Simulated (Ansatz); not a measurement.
Crystal: C.

```
C
1.0
     0.00000    1.78337    1.78337
     1.78337    0.00000    1.78337
     1.78337    1.78337    0.00000
C
2
Cartesian
  2.6751 2.6751 2.6751
  1.7834 1.7834 1.7834
```

This isn't the form of C at room conditions, which is graphite.

Program: Ansatz 0.2.0. Alike in all runs: potentials or basis Ansatz PAW; no spin polarisation; cell as given; cutoff (eV) 420.

**Question.** Order these runs on this cell by their band gap on the k mesh, lowest first.
A. level BLYP; k mesh 13 × 13 × 13; smearing fermi-dirac 0.05 eV; points for each segment of the path 14; mesh quality not flagged
B. level PBE; k mesh 13 × 13 × 13; smearing gaussian 0.027 eV; mesh quality not flagged
C. level HSEsol; k mesh 7 × 7 × 7; smearing fermi-dirac 0.05 eV; points for each segment of the path 4; mesh quality coarse
D. level PBEsol0; k mesh 7 × 7 × 7; smearing fermi-dirac 0.05 eV; points for each segment of the path 4; mesh quality coarse

**Answer.** B (4.15 eV), A (4.47 eV), C (5.34 eV), D (6.07 eV).

Caveats: some runs use coarse meshes; the k mesh misses the band edges, so the gap on the mesh is wider than the one along the path (some runs); odd divisions of the mesh miss points on the zone boundary, where band edges often lie, so the gap on the mesh can be too wide (some runs).
